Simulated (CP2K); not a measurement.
Wanted: the native input for a CP2K 2026.2 run.

| Quantity | Value |
| --- | --- |
| Task | single point |
| Functional | PBE |
| Potentials or basis | POTENTIAL_UZH Pb GTH-PBE-q4; TZVP-MOLOPT-PBE-GTH basis |
| Density cutoff | 6123 eV |
| k mesh | 9 × 9 × 9 |
| Occupations | fermi-dirac, width 0.05 eV |
| Spin | no spin polarisation |
| SCF solver | diagonalisation with k points |
| Quickstep method | GPW |
| EPS_DEFAULT | 1.0E-10 |
| EPS_SCF | 1.0E-6 |
| MAX_SCF | 100 |
| SCF_GUESS | ATOMIC |
| k points reduced by the point group | yes |
| Mesh centred on Gamma | yes |
| CHOLESKY | OFF |
| EPS_EIGVAL | 1.0E-7 |
| MIXING METHOD | BROYDEN_MIXING |
| MIXING ALPHA | 0.4 |
| NBUFFER | 8 |
| NGRIDS | 4 |
| Basis sets | Pb TZVP-MOLOPT-PBE-GTH-q4 |
| Potentials | Pb GTH-PBE-q4 of POTENTIAL_UZH |
| ADDED_MOS | [8] |
| REL_CUTOFF (Ry) | 60 Ry |
| MIXING BETA (1/bohr) | 1.5 1/bohr |
| CUTOFF of the grids | 450 Ry |

Pb:

```xyz
1
Lattice="3.4289 0.0000 0.0000 -1.1430 3.2328 0.0000 -1.1430 -1.6164 2.7997" Properties=species:S:1:pos:R:3 pbc="T T T"
Pb    0.0000    0.0000    0.0000
```

This isn't the form of Pb at room conditions, which is fcc.

One way to write it, as run:

pb_scf.inp

```
&GLOBAL
  PROJECT pb_scf
  RUN_TYPE ENERGY_FORCE
  PRINT_LEVEL LOW
&END GLOBAL
&FORCE_EVAL
  METHOD QS
  STRESS_TENSOR ANALYTICAL
  &DFT
    BASIS_SET_FILE_NAME BASIS_MOLOPT_UZH
    POTENTIAL_FILE_NAME POTENTIAL_UZH
    &MGRID
      CUTOFF 450
      REL_CUTOFF 60
      NGRIDS 4
    &END MGRID
    &QS
      METHOD GPW
      EPS_DEFAULT 1.0E-10
    &END QS
    &KPOINTS
      SCHEME MONKHORST-PACK 9 9 9
      GAMMA_CENTERED T
      SYMMETRY T
      SYMMETRY_BACKEND SPGLIB
    &END KPOINTS
    &SCF
      SCF_GUESS ATOMIC
      EPS_SCF 1.0E-6
      MAX_SCF 100
      ADDED_MOS 8
      CHOLESKY OFF
      EPS_EIGVAL 1.0E-7
      &DIAGONALIZATION ON
        ALGORITHM STANDARD
      &END DIAGONALIZATION
      &MIXING ON
        METHOD BROYDEN_MIXING
        ALPHA 0.4
        BETA 1.5
        NBUFFER 8
      &END MIXING
      &SMEAR ON
        METHOD FERMI_DIRAC
        ELECTRONIC_TEMPERATURE [K] 580.226
      &END SMEAR
    &END SCF
    &XC
      &XC_FUNCTIONAL
        &GGA_X_PBE
        &END GGA_X_PBE
        &GGA_C_PBE
        &END GGA_C_PBE
      &END XC_FUNCTIONAL
    &END XC
    &PRINT
      &KPOINTS ON
      &END KPOINTS
      &MULLIKEN ON
      &END MULLIKEN
      &MO ON
        ENERGIES T
        OCCUPATION_NUMBERS T
        &EACH
          QS_SCF 0
        &END EACH
        ADD_LAST NUMERIC
      &END MO
      &LOWDIN ON
      &END LOWDIN
      &HIRSHFELD ON
        SHAPE_FUNCTION DENSITY
      &END HIRSHFELD
    &END PRINT
  &END DFT
  &SUBSYS
    &CELL
      A 3.4288709512 0.0000000000 0.0000000000
      B -1.1429569837 3.2327705352 0.0000000000
      C -1.1429569837 -1.6163852676 2.7996614081
      PERIODIC XYZ
    &END CELL
    &COORD
      SCALED
      Pb  0.0000000000 0.0000000000 0.0000000000
    &END COORD
    &KIND Pb
      BASIS_SET TZVP-MOLOPT-PBE-GTH-q4
      POTENTIAL GTH-PBE-q4
    &END KIND
    &PRINT
      &ATOMIC_COORDINATES ON
      &END ATOMIC_COORDINATES
      &CELL ON
      &END CELL
    &END PRINT
  &END SUBSYS
  &PRINT
    &FORCES ON
    &END FORCES
    &STRESS_TENSOR ON
    &END STRESS_TENSOR
  &END PRINT
&END FORCE_EVAL
```

Potentials or basis: POTENTIAL_UZH Pb GTH-PBE-q4; TZVP-MOLOPT-PBE-GTH basis.

Command:

```bash
$ OMP_NUM_THREADS=1 cp2k.psmp -i pb_scf.inp -o pb_scf.out
```

It gave:

* Pressure: 1.5 GPa
* Band gap on the k mesh: none (metal or under the smearing width)

Caveat: the basis of atomic orbitals isn't converged, which shifts pressures, moduli and gaps.

It took 9.6 s on 1 thread of Arm Neoverse V1, with other jobs on the host, peak memory 0.22 GiB.
